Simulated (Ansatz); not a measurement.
Below is a relaxed structure of Ge. The cell was found from a structure generator's guess, not taken from experiment.

Level of theory: DFT PBE, scalar-relativistic, plane waves, PAW (Ansatz 0.2.0). Cutoff 420 eV, Γ-centred mesh, Gaussian smearing, no spin polarisation.

```
CELL_PARAMETERS angstrom
-3.52666 3.52666 2.03518
3.52666 -3.52666 2.03518
3.52666 3.52666 -2.03518
ATOMIC_POSITIONS crystal
Ge 0.67848 0.67848 0.35696
Ge 0.32152 0.32152 0.64304
Ge 0.32152 0.67848 0.00000
Ge 0.67848 0.32152 0.00000
```

Energies count from the standard state of Ge at the same level.

(1) What space group does it have?

(2) How far does it lie from the standard state of Ge?

(3) Is it a metal?

Answers

(1) I4/mmm (No. 139). Conventional cell: a = 7.053 Å, c = 4.070 Å. Around Ge lie 4 Ge at 2.49–2.52 Å.

(2) +0.08 eV/atom. So it is a metastable form at best.

(3) There is no gap on the 14×14×14 mesh, but valence and conduction bands overlap by only 0.20 eV, so at this level it is a semimetal.

The last run used a 14×14×14 mesh for its 4-atom cell and Gaussian smearing of 0.10 eV. The zero gap may come from the functional, which often closes small gaps. Symmetry constrained the relaxation, so the result can be a saddle point.
